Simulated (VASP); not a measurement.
# Pb: convergence, relaxation of the atoms

Pb, P1 (no. 1), 6 atoms in the cell. PBE, relaxation of the atoms; PAW potentials Pb_d (PBE set). VASP 6.6.1.

Wanted: energy within 1 meV/atom; two shortest distances of each atom within 0.01 Å.

POSCAR:
```
Pb
1.0
    0.0000000000      2.4750200000      2.4750200000
    4.9500400000      0.0000000000      4.9500400000
    7.4250600000      7.4250600000      0.0000000000
Pb
6
Direct
    0.0008720000      0.0020580000      0.0039340000
    0.0267430000     -0.0092550000      0.3294250000
    0.0103360000     -0.0021960000      0.6652020000
   -0.0064820000      0.5087620000     -0.0010160000
   -0.0091360000      0.4956890000      0.3314160000
   -0.0223340000      0.5049430000      0.6710400000
```

The series start from Force threshold EDIFFG (eV/Å): -0.02; Electronic threshold EDIFF (eV): 1e-6; Relaxation method: conjugate gradient, POTIM 0.5; Mixing and least electronic steps: default. Each series keeps the choices made before it, and each single choice may use up half of a tolerance.

## Force threshold EDIFFG (eV/Å)

| Force threshold EDIFFG (eV/Å) | Energy less reference (meV/atom) | Two shortest distances of each atom, largest deviation (Å) | Time (s) |
|---|---|---|---|
| -0.1 | 0.9 | 0.040 | 18 |
| -0.05 | 0.5 | 0.040 | 36 |
| -0.03 | 0.2 | 0.025 | 40 |
| -0.02 | 0.0 | 0.013 | 60 |
| -0.01 | 0.0 | 0.003 | 62 |
| -0.005 | 0.0 | 0.002 | 65 |
| -0.002 (reference) | 0.0 | 0.000 | 88 |

Chosen: -0.01, the loosest value from which every tighter one stays within half of the tolerance.

## Electronic threshold EDIFF (eV)

| Electronic threshold EDIFF (eV) | Energy less reference (meV/atom) | Two shortest distances of each atom, largest deviation (Å) | Time (s) |
|---|---|---|---|
| 0.001 | 0.3 | 0.023 | 177 |
| 0.0001 | 0.2 | 0.018 | 92 |
| 1e-5 | 0.0 | 0.009 | 81 |
| 1e-6 | 0.0 | 0.001 | 62 |
| 1e-7 (reference) | 0.0 | 0.000 | 83 |

Chosen: 1e-6.

## Relaxation method

| Relaxation method | Energy less reference (meV/atom) | Two shortest distances of each atom, largest deviation (Å) | Time (s) |
|---|---|---|---|
| conjugate gradient, POTIM 0.5 | 0.0 | 0.000 | 62 |
| conjugate gradient, POTIM 0.2 | 0.0 | 0.004 | 76 |
| conjugate gradient, POTIM 1.0 | 0.0 | 0.001 | 54 |
| quasi-Newton, POTIM 0.5 | 0.0 | 0.002 | 58 |
| quasi-Newton, POTIM 0.3, 10 steps kept | 0.0 | 0.006 | 41 |
| quasi-Newton, POTIM 0.5, at least 5 electronic steps | 0.0 | 0.002 | 55 |
| damped dynamics, POTIM 0.2, SMASS 0.4 | 0.0 | 0.007 | 75 |
| damped dynamics, POTIM 0.4, SMASS 0.8 | 0.0 | 0.006 | 74 |
| velocity quench, POTIM 0.1 | 0.0 | 0.002 | 48 |

Chosen: velocity quench, POTIM 0.1; it saves 13.3 s of 62, so conjugate gradient, POTIM 0.5 would do nearly as well.

## Mixing and least electronic steps

| Mixing and least electronic steps | Energy less reference (meV/atom) | Two shortest distances of each atom, largest deviation (Å) | SCF iterations | Time (s) |
|---|---|---|---|---|
| default | 0.0 | 0.000 | 72 | 48 |
| MAXMIX 40 | 0.0 | 0.003 | 56 | 39 |
| NELMIN 4 | 0.0 | 0.000 | 72 | 48 |
| NELMIN 4, MAXMIX 40 | 0.0 | 0.003 | 56 | 39 |
| ALGO Fast | 0.1 | 0.009 | 72 | 47 |

Chosen: MAXMIX 40; it saves 9.0 s of 48, so default would do nearly as well.

## All choices together

| Input | Energy less reference (meV/atom) | Two shortest distances of each atom, largest deviation (Å) | Time (s) |
|---|---|---|---|
| program defaults (naive) | 1.3 | 0.054 | 18 |
| chosen settings | 0.0 | 0.005 | 39 |
| reference settings throughout | 0.0 | 0.000 | 99 |

The tolerance is met.

## The input

INCAR:
```
  ALGO = Normal
  EDIFF = 1E-6
  EDIFFG = -0.01
  ENCUT = 300
  IBRION = 3
  ISIF = 2
  ISMEAR = 1
  KPAR = 8
  LASPH = T
  LCHARG = F
  LREAL = F
  LWAVE = F
  MAXMIX = 40
  NELM = 100
  NSW = 150
  POTIM = 0.1
  PREC = Normal
  SIGMA = 0.1
```

KPOINTS:
```
k-points
0
Gamma
  8 4 3
```

Commands:
```
cat potpaw_PBE.64/Pb_d/POTCAR > POTCAR
mpirun -np 8 vasp_std > vasp.out
```

Limits: the start was distorted on purpose (atoms moved at random), so the space group given is the start's and not the crystal's.

The chosen input took VASP 6.6.1 39 s on 8 cores (Intel Xeon 6975P-C (Granite Rapids)), a shared host.

## An input that fails: ionic step far too long

What the run shows: internal error in: us.F  at line: 1398 internal ERROR SETYLM_AUG: -27 46 1413 5 -28 45 45 If you are not a developer, you should not encounter this problem. Please submit a bug report.

Changes against the starting input:
```
- NELM = 100
- IBRION = 2
- NSW = 150
- POTIM = 0.5
+ NELM = 60
+ IBRION = 3
+ NSW = 30
+ POTIM = 5.0
+ SMASS = 0.4
```
